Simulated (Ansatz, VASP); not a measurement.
**Two plane-wave programs on MgS**

```
CELL_PARAMETERS angstrom
6.96770 0.00000 0.00000
0.00000 6.96770 0.00000
0.00000 0.00000 3.69306
ATOMIC_POSITIONS crystal
Mg 0.66409 0.66409 0.50000
Mg 0.16409 0.83591 0.25000
Mg 0.33591 0.33591 0.00000
Mg 0.83591 0.16409 0.75000
S 0.83169 0.83169 0.00000
S 0.33169 0.66831 0.75000
S 0.16831 0.16831 0.50000
S 0.66831 0.33169 0.25000
```

Alike in both runs: functional PBE; k mesh 4 × 4 × 6; occupations gaussian, width 0.02 eV; no spin polarisation.

Ansatz relaxed the structure, and its values are those at the end. VASP's run is a single point on that final structure, the one shown.

|  | VASP | Ansatz |
| --- | --- | --- |
| version | VASP 6.6.1 | Ansatz 0.2.0 |
| potentials or method | VASP PAW PBE potentials, release 64 (Mg, S) | scalar-relativistic, plane waves, PAW |
| plane-wave cutoff (eV) | 520 | 420 |
| valence electrons in the cell | 32 | 64 |

Ansatz gave:

| Property | Result |
| --- | --- |
| gap on the k mesh at the Fermi level (eV) | 2.85 |
| least direct gap on the mesh (eV) | 2.85 |
| pressure (GPa) | 0.0 |

Problem. Estimate VASP's values.

Solution. gap on the k mesh at the Fermi level (eV): 2.84; least direct gap on the mesh (eV): 2.84; pressure (GPa): -0.2.

The two sets of potentials don't hold the same shells in valence.
